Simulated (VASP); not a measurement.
# BAs (F-43m) in VASP: a series of runs, part 2 of 2

VASP 6.6.1. Earlier steps stand in the parts before.

### Step 3. Dielectric tensor, PBE

The input, INCAR:

```
SYSTEM = BAs
ALGO = Normal ; EDIFF = 1E-8
ENCUT = 800 ; GGA = PE
ISIF = 2 ; ISMEAR = 0
LASPH = .True. ; LCHARG = .False.
LEPSILON = .True. ; LREAL = .False.
LWAVE = .False. ; NELM = 100
PREC = Accurate ; SIGMA = 0.01
```

The input, KPOINTS:

```
k-points
0
Gamma
  14 14 14
  0 0 0
```

The input, POSCAR:

```
BAs
1.0
    0.0000000000      2.3885000000      2.3885000000
    2.3885000000      0.0000000000      2.3885000000
    2.3885000000      2.3885000000      0.0000000000
As B
1 1
Direct
    0.7500000000      0.7500000000      0.7500000000
    0.0000000000      0.0000000000      0.0000000000
```

Potentials or basis: VASP PAW PBE potentials, release 64 (As, B).

Run with:

```sh
$ cat potpaw_PBE.64/As/POTCAR potpaw_PBE.64/B/POTCAR > POTCAR
$ mpirun -np 1 vasp_std > vasp.out
```

OUTCAR:

```text
SYSTEM = BAs
   EDIFF = 1E-8
   ENCUT = 800
   GGA = PE
   ISIF = 2
   ISMEAR = 0
   LASPH = .True.
   LEPSILON = .True.
   LREAL = .False.
   NELM = 100
   PREC = Accurate

 ion  position               nearest neighbor table
   1  0.750  0.750  0.750-   2 2.07   2 2.07   2 2.07   2 2.07
   2  0.000  0.000  0.000-   1 2.07   1 2.07   1 2.07   1 2.07

  LATTYP: Found a face centered cubic cell.
 ALAT       =     4.7770000000

  Lattice vectors:

 A1 = (   0.0000000000,   2.3885000000,   2.3885000000)
 A2 = (   2.3885000000,   0.0000000000,   2.3885000000)
 A3 = (   2.3885000000,   2.3885000000,   0.0000000000)

Analysis of symmetry for initial positions (statically):
=====================================================================
 Subroutine PRICEL returns:
 Original cell was already a primitive cell.

 Routine SETGRP: Setting up the symmetry group for a
 face centered cubic supercell.

 Subroutine GETGRP returns: Found 24 space group operations
 (whereof 24 operations were pure point group operations)
 out of a pool of 48 trial point group operations.

The static configuration has the point symmetry T_d .

Analysis of symmetry for dynamics (positions and initial velocities):
=====================================================================
 Subroutine PRICEL returns:
 Original cell was already a primitive cell.

 Routine SETGRP: Setting up the symmetry group for a
 face centered cubic supercell.

 Subroutine GETGRP returns: Found 24 space group operations
 (whereof 24 operations were pure point group operations)
 out of a pool of 48 trial point group operations.

The dynamic configuration has the point symmetry T_d .

 Subroutine INISYM returns: Found 24 space group operations
 (whereof 24 operations are pure point group operations),
 and found     1 'primitive' translations

----------------------------------------------------------------------------------------

                                     Primitive cell

  volume of cell :      27.2525

  direct lattice vectors                    reciprocal lattice vectors
     0.000000000  2.388500000  2.388500000    -0.209336404  0.209336404  0.209336404
     2.388500000  0.000000000  2.388500000     0.209336404 -0.209336404  0.209336404
     2.388500000  2.388500000  0.000000000     0.209336404  0.209336404 -0.209336404

  length of vectors
     3.377849094  3.377849094  3.377849094     0.362581287  0.362581287  0.362581287

  position of ions in fractional coordinates (direct lattice)
     0.750000000  0.750000000  0.750000000
     0.000000000  0.000000000  0.000000000

  ion indices of the primitive-cell ions
   primitive index   ion index
                 1           1
                 2           2

----------------------------------------------------------------------------------------

 KPOINTS: k-points

[... 373 lines left out ...]
      3       3.9390      2.00000
      4       4.0736      2.00000
      5       8.9229      0.00000
      6      11.2390      0.00000
      7      12.3799      0.00000
      8      12.5608      0.00000

 [... further k-points ...]

  FORCE on cell =-STRESS in cart. coord.  units (eV):
  Direction    XX          YY          ZZ          XY          YZ          ZX
  --------------------------------------------------------------------------------------
  -------------------------------------------------------------------------------------
  Total        0.5860076      0.5860076      0.5860076      0.0000000      0.0000000     -0.0000000
  in kB       34.4514970     34.4514970     34.4514970      0.0000000      0.0000000     -0.0000000
  external PRESSURE =      34.4514970 kB  Pullay stress =       0.0000000 kB

 VOLUME and BASIS-vectors are now :
 -----------------------------------------------------------------------------
  energy-cutoff  :      800.00
  volume of cell :       27.25
      direct lattice vectors                 reciprocal lattice vectors
     0.000000000  2.388500000  2.388500000    -0.209336404  0.209336404  0.209336404
     2.388500000  0.000000000  2.388500000     0.209336404 -0.209336404  0.209336404
     2.388500000  2.388500000  0.000000000     0.209336404  0.209336404 -0.209336404

 POSITION                                       TOTAL-FORCE (eV/Angst)
 -----------------------------------------------------------------------------------
      3.58275      3.58275      3.58275        -0.000000     -0.000000     -0.000000
      0.00000      0.00000      0.00000         0.000000      0.000000      0.000000
 -----------------------------------------------------------------------------------
    total drift:                                0.000000      0.000000      0.000000

  FREE ENERGIE OF THE ION-ELECTRON SYSTEM (eV)
  ---------------------------------------------------
  free  energy   TOTEN  =       -11.4084999503 eV

  energy  without entropy=      -11.4084999503  energy(sigma->0) =      -11.40849995

 HEAD OF MICROSCOPIC STATIC DIELECTRIC TENSOR (INDEPENDENT PARTICLE, excluding Hartree and local field effects)
 ------------------------------------------------------
          10.059053    -0.000000     0.000000
           0.000000    10.059053    -0.000000
          -0.000000     0.000000    10.059053
 ------------------------------------------------------

 Free energy of the ion-electron system (eV)
  ---------------------------------------------------
  ---------------------------------------------------
  free energy    TOTEN  =        -0.71403919 eV

  energy without entropy =       -0.71403919

------------------------ aborting loop because EDIFF is reached ----------------------------------------

--------------------------------------- Ionic step        2  -------------------------------------------

------------------------ aborting loop because EDIFF is reached ----------------------------------------

--------------------------------------- Ionic step        3  -------------------------------------------

 Free energy of the ion-electron system (eV)
  ---------------------------------------------------
  ---------------------------------------------------
  free energy    TOTEN  =        -0.71403906 eV

  energy without entropy =       -0.71403906

------------------------ aborting loop because EDIFF is reached ----------------------------------------

 PIEZOELECTRIC TENSOR FIELD DIRECTION 3  (e Angst)
 -----------------------------------------------------------------------------
    -0.00057 -0.16377  0.00000           ( -0.00000 -0.09762  0.00000)
    -0.16377 -0.00057  0.00000           ( -0.09762 -0.00000  0.00000)
     0.00000  0.00000  0.00022           (  0.00000  0.00000 -0.00000)

 PIEZOELECTRIC TENSOR FIELD DIRECTION 3  (C/m^2)
 -----------------------------------------------------------------------------
    -0.00033 -0.09628  0.00000
    -0.09628 -0.00033  0.00000
     0.00000  0.00000  0.00013

 MACROSCOPIC STATIC DIELECTRIC TENSOR (including local field effects in DFT)
 ------------------------------------------------------
           9.764434     0.000000     0.000000
          -0.000000     9.764434     0.000000
           0.000000     0.000000     9.764434
 ------------------------------------------------------

 PIEZOELECTRIC TENSOR (including local field effects)  for field in x, y, z        (e  Angst)
          XX          YY          ZZ          XY          YZ          ZX
  --------------------------------------------------------------------------------
  x     0.00000    -0.00000    -0.00000     0.00000    -0.16003     0.00000
  y     0.00000     0.00000    -0.00000     0.00000     0.00000    -0.16003
  z     0.00000    -0.00000     0.00000    -0.16003     0.00000     0.00000

 PIEZOELECTRIC TENSOR (including local field effects)  for field in x, y, z        (C/m^2)
          XX          YY          ZZ          XY          YZ          ZX
  --------------------------------------------------------------------------------
  x     0.00000    -0.00000    -0.00000     0.00000    -0.09408     0.00000
  y     0.00000     0.00000    -0.00000     0.00000     0.00000    -0.09408
  z     0.00000    -0.00000     0.00000    -0.09408     0.00000     0.00000

 BORN EFFECTIVE CHARGES (including local field effects) (in |e|, cummulative output)
 ---------------------------------------------------------------------------------
 ion    1
    1     0.53121     0.00000    -0.00000
    2    -0.00000     0.53121    -0.00000
    3     0.00000     0.00000     0.53121
 ion    2
    1    -0.53121    -0.00000     0.00000
    2     0.00000    -0.53121     0.00000
    3     0.00000    -0.00000    -0.53121
```

OSZICAR:

```text
N       E                     dE             d eps       ncg     rms          rms(c)
DAV:   1     0.211820746758E+02    0.21182E+02   -0.50881E+03  1664   0.125E+03
DAV:   2    -0.115269800306E+02   -0.32709E+02   -0.31812E+02  2456   0.128E+02
DAV:   3    -0.120469096744E+02   -0.51993E+00   -0.51993E+00  1984   0.208E+01
[... 12 lines left out ...]
RMM:   5    -0.713461641066E+00   -0.57040E-02   -0.22770E-04 11269   0.121E-01    0.115E-02
RMM:   6    -0.713798485734E+00   -0.33684E-03   -0.42633E-06 11558   0.180E-02    0.569E-03
RMM:   7    -0.714028845834E+00   -0.23036E-03   -0.22113E-06 11282   0.136E-02    0.502E-04
RMM:   8    -0.714042069266E+00   -0.13223E-04   -0.37134E-08 12011   0.102E-03    0.218E-04
RMM:   9    -0.714038992145E+00    0.30771E-05   -0.11424E-08 11487   0.509E-04    0.362E-05
RMM:  10    -0.714039055694E+00   -0.63549E-07   -0.16080E-08 10130   0.121E-04    0.719E-06
```

stdout:

```text
POSCAR found type information on POSCAR AsB
 POSCAR found :  2 types and       2 ions
 scaLAPACK will be used
 LDA part: xc-table for (Slater+PW92), standard interpolation
 POSCAR, INCAR and KPOINTS ok, starting setup
 FFT: planning ... GRIDC
 FFT: planning ... GRID_SOFT
 FFT: planning ... GRID
 WAVECAR not read
 entering main loop
 Linear response reoptimize wavefunctions to high precision
 Linear response G [H, r] |phi>, progress :
  Direction:   1
 Linear response G [H, r] |phi>, progress :
  Direction:   2
 Linear response G [H, r] |phi>, progress :
  Direction:   3
 Linear response to external field (no local field effect), progress :
  Direction:   1
 dielectric tensor                  component  1 :    12.196     6.134     1.265
 Linear response to external field (no local field effect), progress :
  Direction:   2
 dielectric tensor                  component  2 :     6.136    12.469    -1.790
 Linear response to external field (no local field effect), progress :
  Direction:   3
 dielectric tensor                  component  3 :     1.261    -1.791     5.511
 Linear response to external field, progress :
  Direction:   1
 dielectric tensor                  component  1 :     9.764     2.135     1.317
 Linear response to external field, progress :
  Direction:   2
 dielectric tensor                  component  2 :     1.617     9.764     1.410
 Linear response to external field, progress :
  Direction:   3
 dielectric tensor                  component  3 :     1.365     2.088     9.764
 Born effective charges drift removed
```

Run time: 3.5 min. Hardware: 1 thread of Intel Xeon 6975P-C (Granite Rapids), shared host; peak memory 0.56 GiB.

What came out:

```
Band gap on the k mesh                  : 1.20 eV, indirect (least direct gap 3.28 eV)
Electronic dielectric tensor (diagonal) : 9.76
Born charges (mean of the diagonal)     : As +0.53; B -0.53 e
```

Electronic dielectric tensor:
```
9.76 0.00 0.00
0.00 9.76 0.00
0.00 0.00 9.76
```

Born effective charge tensors (e):
atom 1, As
```
0.53 0.00 0.00
0.00 0.53 0.00
0.00 0.00 0.53
```
atom 2, B
```
-0.53  0.00  0.00
 0.00 -0.53  0.00
 0.00  0.00 -0.53
```

### Step 4. Dielectric tensor, PBE

Edit INCAR of step 3 so:

```diff
@@ -2,3 +2,3 @@
 ALGO = Normal ; EDIFF = 1E-8
-ENCUT = 800 ; GGA = PE
+ENCUT = 650 ; GGA = PE
 ISIF = 2 ; ISMEAR = 0
```

The input, KPOINTS:

```
k-points
0
Gamma
  11 11 11
  0 0 0
```

POSCAR is that of step 3.

Potentials or basis: VASP PAW PBE potentials, release 64 (As, B).

Run with:

```sh
$ cat potpaw_PBE.64/As/POTCAR potpaw_PBE.64/B/POTCAR > POTCAR
$ mpirun -np 1 vasp_std > vasp.out
```

OUTCAR:

```text
SYSTEM = BAs
   EDIFF = 1E-8
   ENCUT = 650
   GGA = PE
   ISIF = 2
   ISMEAR = 0
   LASPH = .True.
   LEPSILON = .True.
   LREAL = .False.
   NELM = 100
   PREC = Accurate

 Found     56 irreducible k-points:

 Following reciprocal coordinates:
            Coordinates               Weight
  0.000000  0.000000  0.000000      1.000000
  0.090909  0.000000  0.000000      8.000000
  0.181818  0.000000  0.000000      8.000000
  0.272727  0.000000  0.000000      8.000000
  0.363636  0.000000  0.000000      8.000000
  0.454545  0.000000  0.000000      8.000000
   k-points           NKPTS =     56   k-points in BZ     NKDIM =     56   number of bands    NBANDS=      8
   number of dos      NEDOS =    301   number of ions     NIONS =      2
   total plane-waves  NPLWV =  21952
[... 203 lines left out ...]
    -0.00027 -0.09545  0.00000
    -0.09545 -0.00027  0.00000
     0.00000  0.00000  0.00000

 MACROSCOPIC STATIC DIELECTRIC TENSOR (including local field effects in DFT)
 ------------------------------------------------------
           9.819104     0.000000    -0.000000
          -0.000000     9.819104    -0.000000
          -0.000000     0.000000     9.819104
 ------------------------------------------------------

 PIEZOELECTRIC TENSOR (including local field effects)  for field in x, y, z        (e  Angst)
          XX          YY          ZZ          XY          YZ          ZX
  --------------------------------------------------------------------------------
  x    -0.00000     0.00000     0.00000     0.00000    -0.15691     0.00000
  y    -0.00000     0.00000     0.00000     0.00000     0.00000    -0.15691
  z    -0.00000     0.00000     0.00000    -0.15691     0.00000     0.00000

 PIEZOELECTRIC TENSOR (including local field effects)  for field in x, y, z        (C/m^2)
          XX          YY          ZZ          XY          YZ          ZX
  --------------------------------------------------------------------------------
  x    -0.00000     0.00000     0.00000     0.00000    -0.09225     0.00000
  y    -0.00000     0.00000     0.00000     0.00000     0.00000    -0.09225
  z    -0.00000     0.00000     0.00000    -0.09225     0.00000     0.00000

 BORN EFFECTIVE CHARGES (including local field effects) (in |e|, cummulative output)
 ---------------------------------------------------------------------------------
 ion    1
    1     0.53038    -0.00000    -0.00000
    2     0.00000     0.53038    -0.00000
    3     0.00000    -0.00000     0.53038
 ion    2
    1    -0.53038     0.00000     0.00000
    2     0.00000    -0.53038     0.00000
    3    -0.00000     0.00000    -0.53038
```

OSZICAR:

```text
N       E                     dE             d eps       ncg     rms          rms(c)
DAV:   1     0.167041629045E+02    0.16704E+02   -0.44558E+03   896   0.105E+03
DAV:   2    -0.116329885950E+02   -0.28337E+02   -0.27244E+02  1384   0.116E+02
DAV:   3    -0.120467241933E+02   -0.41374E+00   -0.41374E+00  1048   0.187E+01
[... 12 lines left out ...]
RMM:   5    -0.717591787023E+00   -0.56952E-02   -0.22838E-04  5672   0.121E-01    0.115E-02
RMM:   6    -0.717929902691E+00   -0.33812E-03   -0.43200E-06  5867   0.179E-02    0.569E-03
RMM:   7    -0.718159893697E+00   -0.22999E-03   -0.22188E-06  5711   0.135E-02    0.501E-04
RMM:   8    -0.718173188721E+00   -0.13295E-04   -0.44610E-08  6061   0.101E-03    0.217E-04
RMM:   9    -0.718170064726E+00    0.31240E-05   -0.11356E-08  5763   0.501E-04    0.361E-05
RMM:  10    -0.718170125081E+00   -0.60355E-07   -0.44988E-09  5066   0.120E-04    0.697E-06
```

Wall time 1.8 min (1 thread of Intel Xeon 6975P-C (Granite Rapids), shared host); peak memory 0.32 GiB.

These settings aren't checked as converged: the numbers below hold their error.

Results:

| Quantity | Value |
| --- | --- |
| Band gap on the k mesh | 1.21 eV, indirect (least direct gap 3.28 eV) |
| Electronic dielectric tensor (diagonal) | 9.82 |
| Born charges (mean of the diagonal) | As +0.53; B -0.53 e |

Caveat: an odd mesh through Γ misses points on the zone boundary, where band edges often lie.

### Step 5. The reference run

An earlier run on the cell as given: functional PBE; potentials or basis VASP PAW PBE potentials, release 64 (As, B); cutoff 520 eV; k mesh 10 × 10 × 10; occupations fermi-dirac, width 0.05 eV; no spin polarisation.

- Pressure: 3.4 GPa
- Band gap on the k mesh: 1.18 eV, indirect (least direct gap 3.28 eV)
